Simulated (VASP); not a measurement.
Ge, 2 atoms in the cell. Symmetry: Fd-3m, No. 227, cubic system. The conventional cell has a = 5.675 Å, b = 5.675 Å, c = 5.675 Å, α = 90.00°, β = 90.00°, γ = 90.00°. Ge (site symmetry -43m) has 4 Ge at 2.46 Å as nearest neighbours. 

- Program: VASP 6.6.1
- Task: relaxation of cell and atoms
- Functional: PBEsol
- Potentials or basis: VASP PAW PBE potentials, release 64 (Ge_d)
- Cutoff: 600 eV
- k mesh: 10 × 10 × 10
- Occupations: gaussian, width 0.03 eV
- Spin: no spin polarisation
- Further INCAR settings: ALGO = Normal; EDIFF = 1e-07; IBRION = 2; EDIFFG = -0.005; NSW = 90; ISIF = 3

Potentials or basis: VASP PAW PBE potentials, release 64 (Ge_d).

Command:

```bash
$ cat potpaw_PBE.64/Ge_d/POTCAR > POTCAR
$ mpirun -np 1 vasp_std > vasp.out
```

Hardware: 1 thread of Intel(R) Xeon(R) Platinum 8259CL CPU @ 2.50GHz (Skylake/Cascade Lake), on a shared host.

**Question.** How long does it take, and how much memory?

**Answer.** It took 86 s on 1 thread of Intel(R) Xeon(R) Platinum 8259CL CPU @ 2.50GHz (Skylake/Cascade Lake) (shared host), peak memory 0.2 GiB. Counts: scf iterations 35, k points 47, ion steps 5.
